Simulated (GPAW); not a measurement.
Set up this calculation in GPAW 26.7.0, as an ASE script.

```yaml
Task: single point
Functional: PBE
Potentials_or_basis: GPAW PAW data sets (gpaw-data 1.2.1)
Cutoff: 600 eV
Basis: pw
k_mesh: 8 × 8 × 8
Occupations: fermi-dirac, width 0.05 eV
Spin: no spin polarisation
Maxiter: 150
```

The system is CdS.

```xyz
2
Lattice="0.0000 2.7532 2.7532 2.7532 0.0000 2.7532 2.7532 2.7532 0.0000" Properties=species:S:1:pos:R:3 pbc="T T T"
Cd    0.0000    0.0000    0.0000
S     2.7532    2.7532    2.7532
```

Measurements of this composition are mostly on another form, of space group No. 186.

These files were run (other wordings do the same):

run.py

```python
from ase import Atoms
from ase.dft.bandgap import bandgap
from ase.io import write
from ase.units import GPa
from gpaw import GPAW, PW

atoms = Atoms(['Cd', 'S'],
              cell=[[0.0, 2.753244, 2.753244],
                    [2.753244, 0.0, 2.753244],
                    [2.753244, 2.753244, 0.0]],
              scaled_positions=[[0.0, 0.0, 0.0],
                                [0.5, 0.5, 0.5]],
              pbc=True)

calc = GPAW(mode=PW(600),
            xc='PBE',
            kpts={'size': (8, 8, 8), 'gamma': True},
            occupations={'name': 'fermi-dirac', 'width': 0.05},
            nbands=18,
            convergence={'density': 1e-05, 'energy': 1e-05},
            maxiter=150,
            txt='gpaw.txt')
atoms.calc = calc
energy = atoms.get_potential_energy()
forces = atoms.get_forces()
stress = atoms.get_stress()
calc.write('gs.gpw')
write('result.traj', atoms)
print(f'Energy: {energy:.6f} eV')
print('Forces (eV/A):')
print(forces.round(4))
print('Stress (GPa):', (stress / GPa).round(3))
print('Fermi level:', round(calc.get_fermi_level(), 4), 'eV')
print(f'Gap: {bandgap(calc)[0]:.4f} eV, direct: {bandgap(calc, direct=True)[0]:.4f} eV')
```

Potentials or basis: GPAW PAW data sets (gpaw-data 1.2.1), pw.

Command:

```sh
$ OMP_NUM_THREADS=1 python run.py
```

Results of the run:

* Pressure: -0.7 GPa
* Band gap on the k mesh: 0.24 eV, indirect (least direct gap 1.55 eV)

Wall time 16 s on 1 thread of Arm Neoverse V1, with other jobs on the host, peak memory 0.15 GiB.
